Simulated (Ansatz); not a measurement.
Crystal: Au.

```
CELL_PARAMETERS angstrom
2.74841 0.00000 0.00000
0.00000 2.74841 0.00000
0.00000 0.00000 2.74841
ATOMIC_POSITIONS crystal
Au 0.50000 0.50000 0.50000
```

The cell was built by a generator and needn't be a form met in nature.

```yaml
Program: Ansatz 0.2.0
Task: relaxation of cell and atoms
Functional: PBEsol
Dispersion: D4
Potentials_or_basis: Ansatz PAW
Cutoff: "420 eV (not typed: the program's choice for these potentials)"
k_mesh: 10 × 10 × 10
Occupations: fermi-dirac, width 0.05 eV
Spin: no spin polarisation
```

At the start: volume 20.76 Å³/atom.

Question: Where does the relaxation end?

Answer: It ends after 5 steps and the volume is 19.14 Å³/atom (-7.8 %); space group Pm-3m (No. 221, to 0.05 Å).

The path:
| step | energy change (eV) | largest force (eV/Å) | volume (Å³) |
| --- | --- | --- | --- |
| 1 | 0.0000 | 0.0000 | 20.76 |
| 2 | -0.0054 | 0.0000 | 17.87 |
| 3 | -0.0467 | 0.0000 | 19.43 |
| 4 | -0.0485 | 0.0000 | 19.14 |
| 5 | -0.0481 | 0.0000 | 19.14 |

Final structure:
```yaml
crystal:
  lattice:
    - [2.67493, 0.00000, 0.00000]
    - [0.00000, 2.67493, 0.00000]
    - [0.00000, 0.00000, 2.67493]
  atoms:
    - { symbol: Au, position: [0.50000, 0.50000, 0.50000] }
```

Caveat: the plane-wave basis is chosen anew once the cell has moved, so the energies of steps on either side of that aren't comparable; pairwise dispersion overbinds metals, which lowers pressure and volume; the PAW data sets come from PBE, with cores solved anew for the run's functional, which leaves a small shift of forces and pressure.
